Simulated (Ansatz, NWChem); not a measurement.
Heat of formation of C2H2Cl2 (trans-1,2-dichloroethylene) from total energies

C2H2Cl2 has 6 atoms, charge 0, and is taken as a singlet. SMILES: `Cl/C=C/Cl`. The shape is that of a PBE0-D4/def2-TZVP optimisation.

Total energies at CCSD(T)/def2-SVPD, 12 core orbitals frozen (NWChem 7.3.0); the atoms run unrestricted:

| species | state | energy (Eh) |
| --- | --- | --- |
| C2H2Cl2 | singlet | -996.156644 |
| Cl | doublet | -459.465376 |
| C | triplet | -37.721976 |
| H | doublet | -0.499278 |

Harmonic wavenumbers at PBE0-D4/def2-TZVP, in cm⁻¹: 217, 239, 358, 812, 854, 873, 937, 1217, 1299, 1670, 3232, 3234.

Measured heats of formation of the gaseous atoms at 298.15 K, in kJ/mol: Cl 121.3, C 716.9, H 218.0. Spin-orbit lowering of the atoms at 298 K (mean of the ground term's levels less their thermal mean, from spectra), in kJ/mol: Cl 3.44, C 0.02. Take 1 Eh = 2625.50 kJ/mol, 1 cm⁻¹ = 0.0119627 kJ/mol, RT = 2.479 kJ/mol.

**Question.** What heat of formation follows?

**Answer.** 
1. Electronic atomisation energy: 2 × (-459.465376) + 2 × (-37.721976) + 2 × (-0.499278) − (-996.156644) = 0.783384 Eh = 2056.8 kJ/mol.
2. Zero-point energy: half the sum of the wavenumbers, 7471 cm⁻¹ = 89.4 kJ/mol.
3. Thermal vibrational enthalpy, Σ hcν̃/(exp(hcν̃/kT) − 1): 4.4 kJ/mol. Translation, rotation and pV of a non-linear molecule: 4 RT = 9.9 kJ/mol.
4. The 6 free atoms carry 5/2 RT each: 37.2 kJ/mol.
5. Spin-orbit coupling lowers the free atoms by 2 × 3.44 + 2 × 0.02 = 6.9 kJ/mol.
6. Atomisation enthalpy at 298 K: 2056.8 − 6.9 − 89.4 − 4.4 − 9.9 + 37.2 = 1983.4 kJ/mol.
7. Sum of the atoms' heats of formation: 2112.4 kJ/mol. Heat of formation: 2112.4 − 1983.4 = +129.0 kJ/mol.

The tabulated value is +5.0 kJ/mol (CRC Handbook of Chemistry and Physics), so this level is off by +124.0 kJ/mol, or 5.9 % of the atomisation enthalpy that the table implies (2107.3 kJ/mol). Coupled cluster needs large bases for atomisation: in a finite one the molecule is underbound. A double-zeta basis underbinds. Anharmonicity and any spin-orbit splitting of the molecule are left out, and cores are frozen in the wave-function part.
